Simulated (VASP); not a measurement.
# InP (F-43m) in VASP: further runs

One crystal, InP, is run at these levels: PBEsol; tasks: single point.

Everything below comes from runs of VASP 6.6.1. Logs are shortened: lines on timing, memory, paths and dates and some standing lists are left out, and cuts for length are marked.

**1. Starting point**

It takes space group F-43m (No. 216, cubic). The conventional cell has a = 5.861 Å, b = 5.861 Å, c = 5.861 Å, α = 90.00°, β = 90.00°, γ = 90.00°. In (site symmetry -43m) is surrounded by 4 P at 2.54 Å. P (site symmetry -43m) has 4 In at 2.54 Å as nearest neighbours.

**2. Single point, PBEsol, spin-orbit coupling, no magnetisation**

INCAR

```
PREC = Accurate ; ENCUT = 350
EDIFF = 1E-7 ; ISMEAR = 0
SIGMA = 0.02 ; LREAL = False
LASPH = True ; NELM = 100
ALGO = Normal ; ISIF = 2
LWAVE = False ; LCHARG = False
MAGMOM = 0 0 0 0 0 0 ; LORBIT = 11
LSORBIT = True ; GGA_COMPAT = False
GGA = PS ; NBANDS = 34
```

KPOINTS

```
Automatic mesh
0
Gamma
  5 5 5
```

POSCAR

```
InP
1.0
    0.0000000000      2.9305000000      2.9305000000
    2.9305000000      0.0000000000      2.9305000000
    2.9305000000      2.9305000000      0.0000000000
In P
1 1
Direct
    0.0000000000      0.0000000000      0.0000000000
    0.7500000000      0.7500000000      0.7500000000
```

Potentials or basis: VASP PAW PBE potentials, release 64 (In_d, P).

Started as:

```
> cat potpaw_PBE.64/In_d/POTCAR potpaw_PBE.64/P/POTCAR > POTCAR
> mpirun -np 1 vasp_ncl > vasp.out
```

OUTCAR:

```text
PREC = Accurate
   ENCUT = 350
   EDIFF = 1E-7
   ISMEAR = 0
   LREAL = False
   LASPH = True
   NELM = 100
   ISIF = 2
   LORBIT = 11
   LSORBIT = True
   GGA = PS

 Found     14 irreducible k-points:

 Following reciprocal coordinates:
            Coordinates               Weight
  0.000000  0.000000  0.000000      1.000000
  0.200000  0.000000  0.000000      4.000000
 -0.200000  0.000000  0.000000      4.000000
  0.400000  0.000000  0.000000      4.000000
 -0.400000  0.000000  0.000000      4.000000
  0.200000  0.200000  0.000000      6.000000
   k-points           NKPTS =     14   k-points in BZ     NKDIM =     14   number of bands    NBANDS=     34
   number of dos      NEDOS =    301   number of ions     NIONS =      2
   total plane-waves  NPLWV =  21952
   dimension x,y,z NGX =    28 NGY =   28 NGZ =   28
   dimension x,y,z NGXF=    56 NGYF=   56 NGZF=   56
   ions per type =               1   1
   NGX,Y,Z   is equivalent  to a cutoff of  11.23, 11.23, 11.23 a.u.
   NGXF,Y,Z  is equivalent  to a cutoff of  22.46, 22.46, 22.46 a.u.
 SYSTEM =  unknown system
   PREC   = accura    normal or accurate (medium, high low for compatibility)
   ISTART =      0    job   : 0-new  1-cont  2-samecut
   ICHARG =      2    charge: 1-file 2-atom 10-const
   ISPIN  =      1    spin polarized calculation?
   LNONCOLLINEAR =      T non collinear calculations
   LSORBIT =      T    spin-orbit coupling
   LASPH  =      T    aspherical Exc in radial PAW
   ENCUT  =  350.0 eV  25.72 Ry    5.07 a.u.   6.32  6.32  6.32*2*pi/ulx,y,z
   NELM   =    100;   NELMIN=  2; NELMDL= -5     # of ELM steps
   EDIFF  = 0.1E-06   stopping-criterion for ELM
   LREAL  =      F    real-space projection
   EDIFFG = 0.1E-05   stopping-criterion for IOM
   NSW    =      0    number of steps for IOM
   IBRION =     -1    ionic relax: 0-MD 1-quasi-New 2-CG
   NFREE  =      0    steps in history (QN), initial steepest desc. (CG)
   ISIF   =      2    stress and relaxation
   ISYM   =      2    0-nonsym 1-usesym 2-fastsym
   POTIM  = 0.5000    time-step for ionic-motion
   TEBEG  =    0.0;   TEEND  =   0.0 temperature during run
   PSTRESS=    0.0 pullay stress
   NELECT =      18.0000    total number of electrons
   NUPDOWN=      -1.0000    fix difference up-down
   EMIN   =  10.00;   EMAX   =-10.00  energy-range for DOS
   EFERMI =   0.00;   METHOD = LEGACY
   ISMEAR =     0;   SIGMA  =   0.02  broadening in eV -4-tet -1-fermi 0-gaus
   EFERMI_NEDOS =   21; number of points for ismear=-14 and -15
   IALGO  =     38    algorithm
   IMIX   =      4    mixing-type and parameters
     AMIX     =   0.40;   BMIX     =  1.00
     AMIX_MAG =   1.60;   BMIX_MAG =  1.00
  volume/ion in A,a.u.               =      25.17       169.83
  Fermi-wavevector in a.u.,A,eV,Ry     =   1.162021  2.195901 18.371846  1.350293
  Thomas-Fermi vector in A             =   2.298587
   LORBIT       =     11    0 simple, 1 ext, 2 COOP (PROOUT), +10 PAW based schemes
   GGA     = PS    functional components
   LHFCALC =     F    Hartree Fock is set to
   AEXX    =    0.0000 exact exchange contribution
   IVDW    =     0    specifies the selected vdW correction
   LEPSILON=     F    determine dielectric tensor
   LRPA    =     F    only Hartree local field effects (RPA)
 Gauss-broadening in eV      SIGMA  =   0.02
  energy-cutoff  :      350.00
  volume of cell :       50.33
 maximum number of plane-waves:      1526
 NGX is ok and might be reduce to    28
   NGX = 13   NGY = 13   NGZ = 13

 number of electron      17.9999990 magnetization       0.0000000     -0.0000000      0.0000000

 number of electron      17.9999990 magnetization       0.0000000      0.0000000      0.0000000

 number of electron      17.9999990 magnetization      -0.0000000     -0.0000000     -0.0000000

 number of electron      17.9999990 magnetization      -0.0000000      0.0000000     -0.0000000

 Free energy of the ion-electron system (eV)
  ---------------------------------------------------
  ext. energy  EPLUGINS =         0.00000000
  ---------------------------------------------------
  free energy    TOTEN  =        -9.15236163 eV

  energy without entropy =       -9.15236163  energy(sigma->0) =       -9.15236163

 E-fermi :   5.3080     XC(G=0):  -9.4724

 val. band max:        5.1395411547   @ k =   0.0000   0.0000   0.0000
 cond. band min:       5.7175176245   @ k =   0.0000   0.0000   0.0000
 fundamental gap:      0.5779764698
 Fermi energy:         5.3080179567

 k-point     1 :       0.0000    0.0000    0.0000
  band No.  band energies     occupation
      1      -9.4999      1.00000
      2      -9.4999      1.00000
      3      -9.4999      1.00000
      4      -9.4999      1.00000
      5      -8.7224      1.00000
      6      -8.7224      1.00000
[... 22 lines left out ...]
     29      14.5342      0.00000
     30      14.5342      0.00000

 k-point     2 :       0.2000    0.0000    0.0000
  band No.  band energies     occupation
      1      -9.5067      1.00000
      2      -9.5067      1.00000
      3      -9.5007      1.00000
      4      -9.4912      1.00000
      5      -8.7270      1.00000
      6      -8.7270      1.00000
[... 22 lines left out ...]
     29      13.5783      0.00000
     30      13.6068      0.00000

 k-point     3 :      -0.2000    0.0000    0.0000
  band No.  band energies     occupation
      1      -9.5067      1.00000
      2      -9.5067      1.00000
      3      -9.5007      1.00000
      4      -9.4912      1.00000
      5      -8.7270      1.00000
      6      -8.7270      1.00000
[... 22 lines left out ...]
     29      13.5783      0.00000
     30      13.6068      0.00000

 k-point     4 :       0.4000    0.0000    0.0000
  band No.  band energies     occupation
      1      -9.5211      1.00000
      2      -9.5211      1.00000
      3      -9.4935      1.00000
      4      -9.4877      1.00000
      5      -8.7287      1.00000
      6      -8.7287      1.00000
[... 22 lines left out ...]
     29      14.8136      0.00000
     30      14.8136      0.00000

 k-point     5 :      -0.4000    0.0000    0.0000
  band No.  band energies     occupation
      1      -9.5211      1.00000
      2      -9.5211      1.00000
      3      -9.4935      1.00000
      4      -9.4877      1.00000
      5      -8.7287      1.00000
      6      -8.7287      1.00000
[... 22 lines left out ...]
     29      14.8136      0.00000
     30      14.8136      0.00000

 k-point     6 :       0.2000    0.2000    0.0000
  band No.  band energies     occupation
      1      -9.5202      1.00000
      2      -9.5202      1.00000
      3      -9.4829      1.00000
      4      -9.4829      1.00000
      5      -8.7335      1.00000
      6      -8.7335      1.00000
[... 22 lines left out ...]
     29      14.8897      0.00000
     30      14.8897      0.00000

 [... further k-points ...]

 [bands above 30 left out]

------------------------ aborting loop because EDIFF is reached ----------------------------------------

  FORCE on cell =-STRESS in cart. coord.  units (eV):
  Direction    XX          YY          ZZ          XY          YZ          ZX
  --------------------------------------------------------------------------------------
  -------------------------------------------------------------------------------------
  Total        0.1085322      0.1085322      0.1085322      0.0000000      0.0000000      0.0000000
  in kB        3.4547281      3.4547281      3.4547281      0.0000000      0.0000000      0.0000000
  external PRESSURE =       3.4547281 kB  Pullay stress =       0.0000000 kB

 VOLUME and BASIS-vectors are now :
 -----------------------------------------------------------------------------
  energy-cutoff  :      350.00
  volume of cell :       50.33
      direct lattice vectors                 reciprocal lattice vectors
     0.000000000  2.930500000  2.930500000    -0.170619348  0.170619348  0.170619348
     2.930500000  0.000000000  2.930500000     0.170619348 -0.170619348  0.170619348
     2.930500000  2.930500000  0.000000000     0.170619348  0.170619348 -0.170619348

 POSITION                                       TOTAL-FORCE (eV/Angst)
 -----------------------------------------------------------------------------------
      0.00000      0.00000      0.00000        -0.000000      0.000000      0.000000
      4.39575      4.39575      4.39575         0.000000     -0.000000     -0.000000
 -----------------------------------------------------------------------------------
    total drift:                               -0.000000     -0.000000     -0.000000

  FREE ENERGIE OF THE ION-ELECTRON SYSTEM (eV)
  ---------------------------------------------------
  free  energy   TOTEN  =        -9.1523616284 eV

  energy  without entropy=       -9.1523616284  energy(sigma->0) =       -9.15236163

 Spin-Orbit-Coupling matrix elements

 Ion:    1  E_soc:     -0.0726458
 l=   1
     0.0000000    -0.0055710    -0.0055710
    -0.0055710     0.0000000    -0.0055710
    -0.0055710    -0.0055710     0.0000000
 l=   2
     0.0000000    -0.0013423     0.0000000    -0.0013423    -0.0051944
    -0.0013423     0.0000000    -0.0038958    -0.0013423    -0.0012986
     0.0000000    -0.0038958     0.0000000    -0.0038958     0.0000000
    -0.0013423    -0.0013423    -0.0038958     0.0000000    -0.0012986
    -0.0051944    -0.0012986     0.0000000    -0.0012986     0.0000000
 l=   3
     0.0000000     0.0000000     0.0000000     0.0000000     0.0000000     0.0000000     0.0000000
     0.0000000     0.0000000     0.0000000     0.0000000     0.0000000     0.0000000     0.0000000
     0.0000000     0.0000000     0.0000000     0.0000000     0.0000000     0.0000000     0.0000000
     0.0000000     0.0000000     0.0000000     0.0000000     0.0000000     0.0000000     0.0000000
     0.0000000     0.0000000     0.0000000     0.0000000     0.0000000     0.0000000     0.0000000
     0.0000000     0.0000000     0.0000000     0.0000000     0.0000000     0.0000000     0.0000000
     0.0000000     0.0000000     0.0000000     0.0000000     0.0000000     0.0000000     0.0000000

 Ion:    2  E_soc:     -0.0010425
 l=   1
     0.0000000    -0.0001738    -0.0001738
    -0.0001738     0.0000000    -0.0001738
    -0.0001738    -0.0001738     0.0000000
 l=   2
     0.0000000     0.0000000     0.0000000     0.0000000     0.0000000
     0.0000000     0.0000000     0.0000000     0.0000000     0.0000000
     0.0000000     0.0000000     0.0000000     0.0000000     0.0000000
     0.0000000     0.0000000     0.0000000     0.0000000     0.0000000
     0.0000000     0.0000000     0.0000000     0.0000000     0.0000000
 l=   3
     0.0000000     0.0000000     0.0000000     0.0000000     0.0000000     0.0000000     0.0000000
     0.0000000     0.0000000     0.0000000     0.0000000     0.0000000     0.0000000     0.0000000
     0.0000000     0.0000000     0.0000000     0.0000000     0.0000000     0.0000000     0.0000000
     0.0000000     0.0000000     0.0000000     0.0000000     0.0000000     0.0000000     0.0000000
     0.0000000     0.0000000     0.0000000     0.0000000     0.0000000     0.0000000     0.0000000
     0.0000000     0.0000000     0.0000000     0.0000000     0.0000000     0.0000000     0.0000000
     0.0000000     0.0000000     0.0000000     0.0000000     0.0000000     0.0000000     0.0000000

 total charge

# of ion       s       p       d       tot
------------------------------------------
    1        0.825   0.779   9.899  11.504
    2        1.023   1.486   0.000   2.509
--------------------------------------------------
tot          1.848   2.265   9.899  14.013

 magnetization (x)

# of ion       s       p       d       tot
------------------------------------------
    1       -0.000   0.000   0.000   0.000
    2        0.000   0.000   0.000   0.000
--------------------------------------------------
tot         -0.000   0.000   0.000   0.000

 magnetization (y)

# of ion       s       p       d       tot
------------------------------------------
    1       -0.000   0.000   0.000   0.000
    2        0.000   0.000   0.000   0.000
--------------------------------------------------
tot         -0.000   0.000   0.000   0.000

 magnetization (z)

# of ion       s       p       d       tot
------------------------------------------
    1       -0.000   0.000  -0.000   0.000
    2        0.000  -0.000   0.000  -0.000
--------------------------------------------------
tot          0.000  -0.000  -0.000  -0.000
```

Wall time 32 s (1 thread of Intel Xeon Platinum 8488C (Sapphire Rapids), shared host); peak memory 0.23 GiB.

These settings aren't checked as converged: the numbers below hold their error.

Results:

```
Free energy                                           : -9.1524 eV
Pressure                                              : 0.3 GPa
Valence electrons inside the program's atomic spheres : In 11.50; P 2.51
```

Caveat: the k mesh is coarse (spacing up to 0.37 Å⁻¹), so the values aren't converged; the PAW data sets were made with another functional, which shifts forces and pressure a little.

**3. Single point, PBEsol, spin-orbit coupling, no magnetisation**

INCAR, as its differences from that of step 2:

```diff
@@ -1,2 +1,2 @@
-PREC = Accurate ; ENCUT = 350
+PREC = Accurate ; ENCUT = 600
 EDIFF = 1E-7 ; ISMEAR = 0
```

KPOINTS

```
Automatic mesh
0
Gamma
  4 4 4
```

POSCAR is that of step 2.

Potentials or basis: VASP PAW PBE potentials, release 64 (In_d, P).

Started as:

```
> cat potpaw_PBE.64/In_d/POTCAR potpaw_PBE.64/P/POTCAR > POTCAR
> mpirun -np 1 vasp_ncl > vasp.out
```

OUTCAR:

```text
PREC = Accurate
   ENCUT = 600
   EDIFF = 1E-7
   ISMEAR = 0
   LREAL = False
   LASPH = True
   NELM = 100
   ISIF = 2
   LORBIT = 11
   LSORBIT = True
   GGA = PS

 Found     10 irreducible k-points:

 Following reciprocal coordinates:
            Coordinates               Weight
  0.000000  0.000000  0.000000      1.000000
  0.250000  0.000000  0.000000      4.000000
 -0.250000  0.000000  0.000000      4.000000
  0.500000  0.000000  0.000000      4.000000
  0.250000  0.250000  0.000000      6.000000
  0.500000  0.250000  0.000000     12.000000
   k-points           NKPTS =     10   k-points in BZ     NKDIM =     10   number of bands    NBANDS=     34
   number of dos      NEDOS =    301   number of ions     NIONS =      2
   total plane-waves  NPLWV =  46656
   dimension x,y,z NGX =    36 NGY =   36 NGZ =   36
   dimension x,y,z NGXF=    72 NGYF=   72 NGZF=   72
   ions per type =               1   1
   NGX,Y,Z   is equivalent  to a cutoff of  14.44, 14.44, 14.44 a.u.
   NGXF,Y,Z  is equivalent  to a cutoff of  28.88, 28.88, 28.88 a.u.
 SYSTEM =  unknown system
   PREC   = accura    normal or accurate (medium, high low for compatibility)
   ISTART =      0    job   : 0-new  1-cont  2-samecut
   ICHARG =      2    charge: 1-file 2-atom 10-const
   ISPIN  =      1    spin polarized calculation?
[... 316 lines left out ...]
     0.0000000     0.0000000     0.0000000     0.0000000     0.0000000     0.0000000     0.0000000
     0.0000000     0.0000000     0.0000000     0.0000000     0.0000000     0.0000000     0.0000000
     0.0000000     0.0000000     0.0000000     0.0000000     0.0000000     0.0000000     0.0000000
     0.0000000     0.0000000     0.0000000     0.0000000     0.0000000     0.0000000     0.0000000

 Ion:    2  E_soc:     -0.0009659
 l=   1
     0.0000000    -0.0001610    -0.0001610
    -0.0001610     0.0000000    -0.0001610
    -0.0001610    -0.0001610     0.0000000
 l=   2
     0.0000000     0.0000000     0.0000000     0.0000000     0.0000000
     0.0000000     0.0000000     0.0000000     0.0000000     0.0000000
     0.0000000     0.0000000     0.0000000     0.0000000     0.0000000
     0.0000000     0.0000000     0.0000000     0.0000000     0.0000000
     0.0000000     0.0000000     0.0000000     0.0000000     0.0000000
 l=   3
     0.0000000     0.0000000     0.0000000     0.0000000     0.0000000     0.0000000     0.0000000
     0.0000000     0.0000000     0.0000000     0.0000000     0.0000000     0.0000000     0.0000000
     0.0000000     0.0000000     0.0000000     0.0000000     0.0000000     0.0000000     0.0000000
     0.0000000     0.0000000     0.0000000     0.0000000     0.0000000     0.0000000     0.0000000
     0.0000000     0.0000000     0.0000000     0.0000000     0.0000000     0.0000000     0.0000000
     0.0000000     0.0000000     0.0000000     0.0000000     0.0000000     0.0000000     0.0000000
     0.0000000     0.0000000     0.0000000     0.0000000     0.0000000     0.0000000     0.0000000

 total charge

# of ion       s       p       d       tot
------------------------------------------
    1        0.818   0.783   9.903  11.504
    2        1.016   1.497   0.000   2.513
--------------------------------------------------
tot          1.833   2.280   9.903  14.017

 magnetization (x)

# of ion       s       p       d       tot
------------------------------------------
    1       -0.000   0.000   0.000   0.000
    2        0.000   0.000   0.000   0.000
--------------------------------------------------
tot          0.000   0.000   0.000   0.000

 magnetization (y)

# of ion       s       p       d       tot
------------------------------------------
    1        0.000   0.000   0.000   0.000
    2        0.000   0.000   0.000   0.000
--------------------------------------------------
tot          0.000   0.000   0.000   0.000

 magnetization (z)

# of ion       s       p       d       tot
------------------------------------------
    1       -0.000   0.000   0.000   0.000
    2        0.000  -0.000   0.000  -0.000
--------------------------------------------------
tot         -0.000  -0.000   0.000  -0.000
```

It took 52 s on 1 thread of Intel Xeon Platinum 8488C (Sapphire Rapids), shared host; peak memory 0.38 GiB.

The run converged, but some of its settings lie outside the range that counts as converged, so its numbers aren't taken as properties of the crystal.

Results:

```
Free energy                                           : -9.0749 eV
Pressure                                              : 0.8 GPa
Valence electrons inside the program's atomic spheres : In 11.50; P 2.51
```

Caveat: the k mesh is coarse (spacing up to 0.46 Å⁻¹), so the values aren't converged; the PAW data sets were made with another functional, which shifts forces and pressure a little.

(Part 1 of 3 ends here.)
